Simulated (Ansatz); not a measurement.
A relaxation computed with Ansatz, from input to last step.

```yaml
crystal:
  lattice:
    - [4.2456252997, 0.0, 0.0]
    - [0.0, 4.2456252997, 0.0]
    - [0.0, 0.0, 4.2456252997]
  atoms:
    - { symbol: Ba, position: [0.5, 0.5, 0.5] }
    - { symbol: Zr, position: [0.0, 0.0, 0.0] }
    - { symbol: O, position: [0.0, 0.5, 0.0] }
    - { symbol: O, position: [0.0, 0.0, 0.5] }
    - { symbol: O, position: [0.5, 0.0, 0.0] }
basis:
  ecutwfc: 420
kpoints:
  mp_grid: { grid: [6, 6, 6] }
hamiltonian:
  xc: pbe
scf:
  occupations: { method: gaussian, width: 0.02 }
output:
  forces: true
  stress: true
  eigenvalues: true
relax:
  adjacent_minimum: "off"
  f_tol: 0.01
  max_steps: 60
  cell: { stress_tol: 0.1 }
```

```bash
ansatz run input.yaml --threads 1 --pin off --max-ram 2560MiB --backend cpu --events-out ev --progress --plain --runs-dir out
```

Method: Ansatz 0.2.0, DFT PBE, scalar-relativistic, plane waves, PAW.

Of 4 frames 4 are shown, positions in Å and forces in eV/Å; the SCF threshold varies from step to step. Steps run on the plane waves of an earlier cell, with a Pulay correction in the pressure. The basis is chosen afresh for the last frame, the zero of the energies, and at times for earlier ones too; energy and pressure step there, also at an unchanged geometry.

```xyz
5
Lattice="4.2456 0.0000 0.0000 0.0000 4.2456 0.0000 0.0000 0.0000 4.2456" Properties=species:S:1:pos:R:3:forces:R:3 pbc="T T T" step=1 free_energy_over_end_meV_per_atom=1.12 pressure_GPa=-1.89
Ba    2.1228    2.1228    2.1228    0.0000    0.0000    0.0000
Zr    0.0000    0.0000    0.0000    0.0000    0.0000    0.0000
O     0.0000    2.1228    0.0000    0.0000    0.0000    0.0000
O     0.0000    0.0000    2.1228    0.0000    0.0000    0.0000
O     2.1228    0.0000    0.0000    0.0000    0.0000    0.0000
5
Lattice="4.2181 0.0000 0.0000 0.0000 4.2181 0.0000 0.0000 0.0000 4.2181" Properties=species:S:1:pos:R:3:forces:R:3 pbc="T T T" step=2 free_energy_over_end_meV_per_atom=-0.55 pressure_GPa=1.08
Ba    2.1090    2.1090    2.1090    0.0000    0.0000    0.0000
Zr    0.0000    0.0000    0.0000    0.0000    0.0000    0.0000
O     0.0000    2.1090    0.0000    0.0000    0.0000    0.0000
O     0.0000    0.0000    2.1090    0.0000    0.0000    0.0000
O     2.1090    0.0000    0.0000    0.0000    0.0000    0.0000
5
Lattice="4.2280 0.0000 0.0000 0.0000 4.2280 0.0000 0.0000 0.0000 4.2280" Properties=species:S:1:pos:R:3:forces:R:3 pbc="T T T" step=3 free_energy_over_end_meV_per_atom=-0.58 pressure_GPa=-0.02
Ba    2.1140    2.1140    2.1140    0.0000    0.0000    0.0000
Zr    0.0000    0.0000    0.0000    0.0000    0.0000    0.0000
O     0.0000    2.1140    0.0000    0.0000    0.0000    0.0000
O     0.0000    0.0000    2.1140    0.0000    0.0000    0.0000
O     2.1140    0.0000    0.0000    0.0000    0.0000    0.0000
5
Lattice="4.2280 0.0000 0.0000 0.0000 4.2280 0.0000 0.0000 0.0000 4.2280" Properties=species:S:1:pos:R:3:forces:R:3 pbc="T T T" step=4 free_energy_over_end_meV_per_atom=0.00 pressure_GPa=-0.09
Ba    2.1140    2.1140    2.1140    0.0000    0.0000    0.0000
Zr    0.0000    0.0000    0.0000    0.0000    0.0000    0.0000
O     0.0000    2.1140    0.0000    0.0000    0.0000    0.0000
O     0.0000    0.0000    2.1140    0.0000    0.0000    0.0000
O     2.1140    0.0000    0.0000    0.0000    0.0000    0.0000
```

Time: 10 s on 1 thread of Intel(R) Xeon(R) Platinum 8488C (Sapphire Rapids), on a shared host, peak memory 0.43 GiB.